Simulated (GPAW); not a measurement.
Here is a GPAW 26.7.0 calculation.

File run.py:

```python
import json
import numpy as np
from ase import Atoms
from ase.calculators.mixing import SumCalculator
from ase.constraints import FixSymmetry
from ase.filters import FrechetCellFilter
from ase.io import write
from ase.optimize import BFGS
from ase.spacegroup import crystal
from dftd4.ase import DFTD4
from phonopy import Phonopy
from phonopy.structure.atoms import PhonopyAtoms
from gpaw import GPAW, PW, setup_paths

setup_paths.insert(0, '.')

# Se 4c
# Zn 4a
atoms = crystal(['Se', 'Zn'],
                basis=[[0.25, 0.25, 0.25],
                       [0.0, 0.0, 0.0]],
                spacegroup=216, setting=1,  # F-43m
                cellpar=[5.6676, 5.6676, 5.6676, 90.0, 90.0, 90.0],
                primitive_cell=True)

calc = GPAW(mode=PW(510),
            xc='AM05',
            kpts={'size': (8, 8, 8), 'gamma': True},
            occupations={'name': 'fermi-dirac', 'width': 0.05},
            nbands=18,
            convergence={'density': 1e-06, 'eigenstates': 1e-09},
            mixer={'backend': 'msr1', 'beta': 0.15},
            eigensolver='ppcg',
            random=True,
            maxiter=100,
            txt='gpaw.txt')
atoms.calc = SumCalculator([calc, DFTD4(method='am05')])
atoms.set_constraint(FixSymmetry(atoms))
BFGS(FrechetCellFilter(atoms), trajectory='relax.traj', logfile='-').run(fmax=0.005, steps=40)
atoms.set_constraint()
energy = atoms.get_potential_energy()
forces = atoms.get_forces()
stress = atoms.get_stress()
calc.write('gs.gpw')
write('result.traj', atoms)
print('Cell:', atoms.cell.cellpar().round(4))
print(atoms.get_scaled_positions().round(5))

def force_constants(scale):
    unit = PhonopyAtoms(symbols=atoms.get_chemical_symbols(), cell=atoms.cell[:] * scale**(1 / 3),
                        scaled_positions=atoms.get_scaled_positions())
    ph = Phonopy(unit, supercell_matrix=np.diag([1, 1, 1]), primitive_matrix=np.eye(3), symprec=1e-4)
    ph.generate_displacements(distance=0.03)
    forces = []
    for i, sc in enumerate(ph.supercells_with_displacements):
        a = Atoms(sc.symbols, cell=sc.cell, scaled_positions=sc.scaled_positions, pbc=True)
        c = GPAW(mode=PW(510),
                 xc='AM05',
                 kpts={'size': (8, 8, 8), 'gamma': True},
                 occupations={'name': 'fermi-dirac', 'width': 0.05},
                 nbands=18,
                 convergence={'density': 1e-06, 'eigenstates': 1e-09},
                 mixer={'backend': 'msr1', 'beta': 0.15},
                 eigensolver='ppcg',
                 random=True,
                 maxiter=100,
                 txt=f'disp-{scale:.3f}-{i:02d}.txt')
        a.calc = SumCalculator([c, DFTD4(method='am05')])
        f = a.get_forces()
        forces.append(f - f.mean(axis=0))
        print(f'displacement {i}: drift', f.mean(axis=0).round(5), flush=True)
    ph.forces = forces
    ph.produce_force_constants()
    ph.symmetrize_force_constants()
    return ph

qpoints = [[0.0, 0.0, 0.0]]
results = {}
for scale in [1.0]:
    ph = force_constants(scale)
    ph.run_qpoints(qpoints)
    nu = ph.qpoints.frequencies * 33.35641  # THz to cm^-1
    results[f'{scale:.3f}'] = nu.tolist()
    for qp, f in zip(qpoints, nu):
        print(scale, np.round(qp, 4), f.round(2))
json.dump(results, open('phonons.json', 'w'))
```

Potentials or basis: PAW data sets generated in the run's folder for this functional, pw.

Command:

```sh
$ gpaw-setup -f AM05 Se Zn
$ OMP_NUM_THREADS=1 python run.py
```

Q: Estimate the highest phonon frequency at Γ, LO-TO splitting left out.

A: 216 cm⁻¹.

Q: Estimate the dispersion energy per atom.

A: -0.188 eV.

Q: Predict the relaxed volume.

A: 22.08 Å³/atom.

Q: What does it give for the relaxed cell?

A: a = 3.967 Å, b = 3.967 Å, c = 3.967 Å, α = 60.00°, β = 60.00°, γ = 60.00°.

Final structure:
```
CELL_PARAMETERS angstrom
0.00000 2.80530 2.80530
2.80530 0.00000 2.80530
2.80530 2.80530 0.00000
ATOMIC_POSITIONS crystal
Se 0.25000 0.25000 0.25000
Zn 0.00000 0.00000 0.00000
```

Caveat: the cutoff is short for stress and forces, so pressures can be off by a GPa or more; the LO-TO splitting is left out.
